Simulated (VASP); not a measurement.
Write the native input for VASP 6.6.1 that does the following.

- Task: single point
- Functional: BLYP
- Potentials or basis: VASP PAW PBE potentials, release 64 (Be)
- Cutoff: 520 eV
- k mesh: 12 × 12 × 16
- Occupations: fermi-dirac, width 0.1 eV
- Spin: no spin polarisation
- Dipole correction: no
- Further INCAR settings: ALGO = Normal; EDIFF = 1e-06; NBANDS = 10

The structure of Be lies in POSCAR:

```
Be
1.0
    3.5678314525      0.0000000000      0.0000000000
   -1.7839157262      3.0898326743      0.0000000000
    0.0000000000      0.0000000000      2.2056433664
Be
3
Direct
    1.0000000000      0.0000000000      0.0000000000
    0.3333333333      0.6666666667      0.5000000000
    0.6666666667      0.3333333333      0.5000000000
```

This isn't the form of Be at room conditions, which is hcp.

These files were run (other wordings do the same):

INCAR

```
SYSTEM = Be
PREC = Accurate
ENCUT = 520
EDIFF = 1E-6
ISMEAR = -1
SIGMA = 0.1
LREAL = .FALSE.
LASPH = .TRUE.
NELM = 80
ALGO = Normal
ISIF = 2
LWAVE = .FALSE.
LCHARG = .FALSE.
GGA = B5
ALDAX = 1.0
AGGAX = 1.0
AGGAC = 1.0
ALDAC = 0.0
NBANDS = 10
```

KPOINTS

```
Automatic mesh
0
G
  12 12 16
  0 0 0
```

Potentials or basis: VASP PAW PBE potentials, release 64 (Be).

Command:

```console
$ cat potpaw_PBE.64/Be/POTCAR > POTCAR
$ mpirun -np 1 vasp_std > vasp.out
```

It gave:

* Pressure: 0.1 GPa
* Band gap on the k mesh: none (metal or under the smearing width)

Caveat: the PAW data sets were made with another functional, which shifts forces and pressure a little.

It took 26 s on 1 thread of Intel(R) Xeon(R) Platinum 8488C (Sapphire Rapids), on a shared host, peak memory 0.15 GiB.
